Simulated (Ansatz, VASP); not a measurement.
Ir: VASP beside Ansatz

```
CELL_PARAMETERS angstrom
0.03839 1.93890 1.93890
1.93890 0.03839 1.93890
1.93890 1.93890 0.03839
ATOMIC_POSITIONS crystal
Ir 0.00000 0.00000 0.00000
```

Change from the starting cell: equal xy, yz and zx shear strains of +2 %, PAW files.

Alike in both runs: task electric field gradients; functional PBEsol; k mesh 15 × 15 × 15; occupations fermi-dirac, width 0.05 eV; no spin polarisation.

|  | VASP | Ansatz |
| --- | --- | --- |
| version | VASP 6.6.1 | Ansatz 0.2.0 |
| potentials or method | VASP PAW PBE potentials, release 64 (Ir) | PAW with Ansatz's default frozen-core files, scalar-relativistic |
| plane-wave cutoff (eV) | 520 | 420 |
| valence electrons in the cell | 9 | 17 |

|  | VASP | Ansatz | Ansatz less VASP |
| --- | --- | --- | --- |
| pressure (GPa) | -1.2 | -2.2 | -0.94 |
| largest component of the traceless stress (GPa) | 5.64 | 5.63 | -0.014 |
| Vzz of the field gradient on the site that differs most (V/Å²) | 52.7 | 38.6 | -14.10 |

The two sets of potentials don't hold the same shells in valence. Ansatz warned: «gradients_without_spin_orbit».

Caveats: the PAW data sets were made with another functional, which shifts forces and pressure a little (VASP). The runs have no spin-orbit coupling, so splittings on Ir are missing.
